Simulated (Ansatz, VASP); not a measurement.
# Cu: VASP beside Ansatz

```
Cu
1.0
     1.20335   -3.97459    0.00000
     1.20335    3.97459    0.00000
     0.00000    0.00000    2.42970
Cu
2
Direct
  0.10243 0.89757 0.25000
  0.89757 0.10243 0.75000
```

Alike in both runs: task single point; functional PBE; k mesh 18 × 18 × 16; occupations gaussian, width 0.1 eV; no spin polarisation.

|  | VASP | Ansatz |
| --- | --- | --- |
| version | VASP 6.6.1 | Ansatz 0.2.0 |
| potentials or method | VASP PAW PBE potentials, release 64 (Cu) | scalar-relativistic, plane waves, PAW |
| plane-wave cutoff (eV) | 520 | 420 |
| valence electrons in the cell | 22 | 38 |

```csv
,VASP,Ansatz,Ansatz less VASP
gap on the k mesh at the Fermi level (eV),none,none,-
pressure (GPa),40.2,39.8,-0.47
largest component of the traceless stress (GPa),33.34,33.16,-0.189
rms of the force components (eV/Å),4.112,4.103,-0.0088
```

Atom by atom the forces differ by 0.009 eV/Å (rms over components). A gap of «none» marks a metal or a gap that the smearing closes. The two sets of potentials don't hold the same shells in valence.

Caveats: so large a pressure means that the cell lies far from this level's equilibrium, or that cutoff or potentials fall short (VASP); forces of over 1 eV/Å show positions far from the minimum, so gaps and moduli don't describe the material at rest.
